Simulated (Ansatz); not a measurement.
# SiO2: field gradients at two levels of theory

Cell: a computed structure from the Materials Project (it need not be an observed phase).

Space group Fddd:1 (No. 70); a = 4.7192, b = 9.4325, c = 14.7256 Å.

| site | Wyckoff | site symmetry | x | y | z |
| --- | --- | --- | --- | --- | --- |
| Si | 16g | ..2 | 0.7500 | 0.7500 | 0.5632 |
| O5 | 16d | -1 | 0.3750 | 0.6250 | 0.3750 |
| O9 | 16f | .2. | 0.5000 | 0.1866 | 0.5000 |

One atom of each set is listed; the run and its k-mesh use a cell of 12 atoms with edges of 8.74, 7.73, 5.27 Å.

First run. Level of theory: DFT, PBE, plane waves and PAW, scalar-relativistic, 420 eV cutoff, Γ-centred 5×5×5 k-points, Fermi–Dirac smearing 0.02 eV (Ansatz 0.2.0).

```csv
site,V_zz (10²¹ V/m²),η
Si,0.79,0.74
O5,10.24,0.05
O9,8.85,0.29
```

Second run. The same atoms and settings, except that the functional is r2SCAN and the cutoff is 500 eV.

Task: Given the first result, estimate the second.

Result: 

```csv
site,V_zz,η,change of V_zz
Si,0.75,0.77,-0.04
O5,10.08,0.06,-0.16
O9,8.72,0.28,-0.13
```

The largest change of V_zz is on O5, from 10.24 to 10.08. In per cent, |V_zz| changes by -5 on Si, -2 on O (all sites that start above 0.5).

For the first run: At this cell the principal stresses reach 5 GPa in size with PBE, which can matter for small gradients. The largest force is 0.4 eV/Å, so the atoms aren't at the calculated equilibrium and relaxing them would move these values.
